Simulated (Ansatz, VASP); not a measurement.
**MgO: VASP beside Ansatz**

The input POSCAR:

```
MgO
1.0
    3.5394156996      0.0000000000      0.0000000000
   -1.7697078498      3.0652239104      0.0000000000
    0.0000000000      0.0000000000      4.1489852689
Mg O
2 2
Direct
    0.3333333333      0.6666666667      0.2500000000
    0.6666666667      0.3333333333      0.7500000000
    0.6666666667      0.3333333333      0.2500000000
    0.3333333333      0.6666666667      0.7500000000
```

INCAR.step1

```
PREC = Accurate
ENCUT = 520
ISMEAR = 0
SIGMA = 0.01
LREAL = False
LASPH = True
NELM = 80
NBANDS = 16
GGA = PE
ALGO = Normal
EDIFF = 1E-4
LWAVE = True
LCHARG = False
```

INCAR.step2

```
PREC = Accurate
ENCUT = 520
EDIFF = 1E-7
ISMEAR = 0
SIGMA = 0.01
LREAL = False
LASPH = True
NELM = 80
ALGO = Normal
ISIF = 2
LWAVE = False
LCHARG = False
METAGGA = R2SCAN
LMIXTAU = True
NBANDS = 16
ISTART = 1
```

Contents of KPOINTS:

```
Automatic mesh
0
Gamma
  12 12 6
```

Input for Ansatz:

```yaml
crystal:
  lattice:
    - [3.5394156996, 0.0, 0.0]
    - [-1.7697078498, 3.0652239104, 0.0]
    - [0.0, 0.0, 4.1489852689]
  atoms:
    - { symbol: Mg, position: [0.3333333333, 0.6666666667, 0.25] }
    - { symbol: Mg, position: [0.6666666667, 0.3333333333, 0.75] }
    - { symbol: O, position: [0.6666666667, 0.3333333333, 0.25] }
    - { symbol: O, position: [0.3333333333, 0.6666666667, 0.75] }
kpoints:
  mp_grid: { grid: [12, 12, 6] }
  band_path:
    path:
      - [0.0, 0.0, 0.0]
      - [0.5, 0.0, 0.0]
      - [0.3333333333, 0.3333333333, 0.0]
      - [0.0, 0.0, 0.5]
      - [0.5, 0.0, 0.5]
      - [0.3333333333, 0.3333333333, 0.5]
    npoints: 1
hamiltonian:
  xc: r2scan
scf:
  occupations: { method: fixed }
  n_extra_bands: 5
output:
  forces: true
  stress: true
  eigenvalues: true
```

Change from the starting cell: epitaxial_xy strain +1.6%.

Alike in both runs: task single point; functional r2SCAN; k mesh 12 × 12 × 6; no spin polarisation.

|  | VASP | Ansatz |
| --- | --- | --- |
| version | VASP 6.6.1 | Ansatz 0.2.0 |
| potentials or method | VASP PAW PBE potentials, release 64 (Mg, O) | plane waves, PAW |
| plane-wave cutoff (eV) | 520 | 500 |
| occupations | gaussian, width 0.01 eV | fixed |
| valence electrons in the cell | 16 | 32 |

|  | VASP | Ansatz | Ansatz less VASP |
| --- | --- | --- | --- |
| gap on the k mesh at the Fermi level (eV) | 3.99 | 4.00 | +0.012 |
| pressure (GPa) | -3.5 | -2.7 | +0.82 |
| largest component of the traceless stress (GPa) | 2.49 | 2.66 | +0.170 |

The two sets of potentials don't hold the same shells in valence.

Caveats: the PAW data sets were made with another functional, which shifts forces and pressure a little (VASP). A k mesh can miss the band edges.
